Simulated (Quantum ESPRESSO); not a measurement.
**Sb under changes of volume**

One of the cells (29.904 Å³/atom); the others are scaled copies at fixed shape and fractional positions:

```
Sb
1.0
     3.12240    0.00000    0.00000
     0.00000    4.34752    0.00000
    -0.03891    0.00000    4.40585
Sb
2
Direct
  0.01139 0.25000 0.24117
  0.98861 0.75000 0.75883
```

This isn't the form of Sb at room conditions, which is rhombohedral.

```yaml
Program: Quantum ESPRESSO 7.5
Functional: LDA
Potentials_or_basis: GBRV 1.5 LDA
Cutoff: 612 eV
Density_cutoff: 4898 eV
k_mesh: 9 × 6 × 6
Occupations: fermi-dirac, width 0.05 eV
Spin: no spin polarisation
```

| volume (Å³/atom) | energy over the lowest point (meV/atom) | pressure (GPa) | largest force (eV/Å) |
| --- | --- | --- | --- |
| 28.110 | 0.00 | 0.0 | 0.115 |
| 28.708 | 1.65 | -1.3 | 0.082 |
| 29.306 | 7.87 | -2.5 | 0.055 |
| 29.904 | ? | ? | ? |
| 30.502 | 32.01 | -4.4 | 0.040 |
| 31.100 | 49.00 | -5.2 | 0.055 |
| 31.698 | 68.87 | -5.9 | 0.074 |

Q: What does the run at 29.904 Å³/atom give?

A: Energy over the lowest point 18.15 meV/atom; pressure -3.5 GPa; largest force 0.038 eV/Å.

Worked out: A Birch-Murnaghan fit of order 3 (a polynomial in V^(-2/3)) to the other rows has its minimum at 28.21 Å³/atom with B0 = V·E''(V) = 64 GPa and B' = 4.7 at fixed shape and positions, which overstates the stiffness. It gives 18.14 meV/atom at 29.904 Å³/atom, against the run's 18.15, and -dE/dV = -3.3 GPa, against -3.5.

Energies are extrapolated to zero smearing.
